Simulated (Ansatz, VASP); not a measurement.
# One calculation of C, two programs

INCAR

```
ALGO = Normal
EDIFF = 1E-7
ENCUT = 520
GGA = PE
ISIF = 2
ISMEAR = 0
LASPH = T
LCHARG = F
LREAL = F
LWAVE = F
NBANDS = 11
NELM = 60
PREC = Accurate
SIGMA = 0.05
```

Contents of KPOINTS:

```
k-points
0
Gamma
  12 12 12
```

POSCAR

```
C
1.0
    0.0000000000      1.7834000000      1.7834000000
    1.7834000000      0.0000000000      1.7834000000
    1.7834000000      1.7834000000      0.0000000000
C
2
Direct
    0.4719636649      0.4719636649      0.4883869698
    0.7500000000      0.7500000000      0.7500000000
```

Input for Ansatz:

```yaml
crystal:
  lattice:
    - [0.0, 1.7834, 1.7834]
    - [1.7834, 0.0, 1.7834]
    - [1.7834, 1.7834, 0.0]
  atoms:
    - { symbol: C, position: [0.4719636649, 0.4719636649, 0.4883869698] }
    - { symbol: C, position: [0.75, 0.75, 0.75] }
basis:
  ecutwfc: 420
kpoints:
  mp_grid: { grid: [12, 12, 12] }
hamiltonian:
  xc: pbe
scf:
  occupations: { method: gaussian, width: 0.05 }
output:
  forces: true
  stress: true
  eigenvalues: true
```

Alike in both runs: task single point; functional PBE; k mesh 12 × 12 × 12; occupations gaussian, width 0.05 eV; no spin polarisation.

|  | VASP | Ansatz |
| --- | --- | --- |
| version | VASP 6.6.1 | Ansatz 0.2.0 |
| potentials or method | VASP PAW PBE potentials, release 64 (C) | scalar-relativistic, plane waves, PAW |
| plane-wave cutoff (eV) | 520 | 420 |
| valence electrons in the cell | 8 | 8 |

|  | VASP | Ansatz | Ansatz less VASP |
| --- | --- | --- | --- |
| gap on the k mesh at the Fermi level (eV) | 1.08 | 1.08 | -0.002 |
| least direct gap on the mesh (eV) | 1.08 | 1.08 | -0.002 |
| pressure (GPa) | 8.0 | 7.3 | -0.67 |
| largest component of the traceless stress (GPa) | 1.82 | 2.02 | +0.207 |
| rms of the force components (eV/Å) | 2.277 | 2.268 | -0.0086 |

Atom by atom the forces differ by 0.009 eV/Å (rms over components).

Caveats: forces of over 1 eV/Å show positions far from the minimum, so gaps and moduli don't describe the material at rest.
